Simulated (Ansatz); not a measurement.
**HfO2: the crystal squeezed far**

The task here is to estimate one member of a computed series from the others.

Computed with Ansatz 0.2.0 (DFT, PBE, PAW with Ansatz's default frozen-core files, scalar-relativistic, unless a step's input says otherwise).

### The starting structure

It takes space group P4_2/mnm (No. 136, tetragonal). The conventional cell has a = 4.681 Å, b = 4.681 Å, c = 3.089 Å, α = 90.00°, β = 90.00°, γ = 90.00°. Hf (site symmetry mmm) has 6 O at 2.01 to 2.02 Å in its first shell of neighbours. Around O (site symmetry m2m) lie 3 Hf at 2.01 to 2.02 Å.

As a file:

```cif
data_structure
_symmetry_space_group_name_H-M 'P 1'
_symmetry_Int_Tables_number 1
_cell_length_a 4.6807
_cell_length_b 4.6807
_cell_length_c 3.0893
_cell_angle_alpha 90.000
_cell_angle_beta 90.000
_cell_angle_gamma 90.000
_cell_volume 67.68
loop_
_atom_site_label
_atom_site_type_symbol
_atom_site_fract_x
_atom_site_fract_y
_atom_site_fract_z
_atom_site_occupancy
Hf1 Hf 0.00000 0.00000 0.00000 1
Hf2 Hf 0.50000 0.50000 0.50000 1
O1 O 0.30500 0.30500 0.00000 1
O2 O 0.69500 0.69500 0.00000 1
O3 O 0.80500 0.19500 0.50000 1
O4 O 0.19500 0.80500 0.50000 1
```

Whether this phase is the stable one at these pressures isn't tested.

Atoms are numbered in the order of the input: Hf1, Hf2, O3, O4, O5, O6.

Set-up of the first run:

Contents of input.yaml:

```yaml
crystal:
  lattice:
    - [4.6806911922, 0.0, 0.0]
    - [0.0, 4.6806911922, 0.0]
    - [0.0, 0.0, 3.0892561869]
  atoms:
    - { symbol: Hf, position: [0.0, 0.0, 0.0] }
    - { symbol: Hf, position: [0.5, 0.5, 0.5] }
    - { symbol: O, position: [0.305, 0.305, 0.0] }
    - { symbol: O, position: [0.695, 0.695, 0.0] }
    - { symbol: O, position: [0.805, 0.195, 0.5] }
    - { symbol: O, position: [0.195, 0.805, 0.5] }
kpoints:
  mp_grid: { grid: [7, 7, 11] }
scf:
  occupations: { method: fermi_dirac, width: 0.1 }
hamiltonian:
  xc: pbe
  pseudopotentials: { kind: paw }
output:
  forces: true
  stress: true
relax:
  f_tol: 0.005
  max_steps: 40
  cell: {}
```

Launch:

```
$ ansatz run input.yaml --threads 2 --pin off --max-ram 5120MiB --backend cpu --events-out ev --progress --plain --runs-dir out
```

Among the steps run: Cell relaxed at zero pressure, PAW; More of the same log: cell relaxed at zero pressure; Volume scaled by 1, PAW; Shape and atoms relaxed at 0.94 of the volume, PAW; Volume scaled by 0.94, PAW; Shape and atoms relaxed at 0.88 of the volume, PAW; Volume scaled by 0.88, PAW; Shape and atoms relaxed at 0.8 of the volume, PAW; Volume scaled by 0.8, PAW; Shape and atoms relaxed at 0.72 of the volume, PAW; Volume scaled by 0.72, PAW; Volume scaled by 0.72, PAW (partial_waves polarizable); Shape and atoms relaxed at 0.62 of the volume, PAW; More of the same log: shape and atoms relaxed at 0.62 of the volume; Volume scaled by 0.62, PAW; Volume scaled by 0.62, PAW (cutoff 1000 eV).

One of the session's tables, all rows but one given; the rest of the session is left out.

| method | volume over the first | volume (Å³/atom) | pressure (GPa) | gap on the k mesh (eV) |
| --- | --- | --- | --- | --- |
| PAW | 1 | ? | ? | ? |
| PAW | 0.94 | 12.081 | 14.48 | 4.11 |
| PAW | 0.88 | 11.310 | 34.44 | 4.38 |
| PAW | 0.8 | 10.282 | 73.18 | 4.68 |
| PAW | 0.72 | 9.254 | 132.76 | 4.44 |
| PAW | 0.62 | 7.968 | 256.68 | 3.48 |
| PAW (cutoff 1000 eV) | 0.62 | 7.968 | 255.39 | 3.49 |
| PAW (partial_waves polarizable) | 0.72 | 9.254 | 132.76 | 4.44 |

Q: Estimate the row for PAW, 1 from the others.

**Answer.** volume (Å³/atom): 12.852; pressure (GPa): 0.02; gap on the k mesh (eV): 3.90. In the column «volume (Å³/atom)» it is the highest.
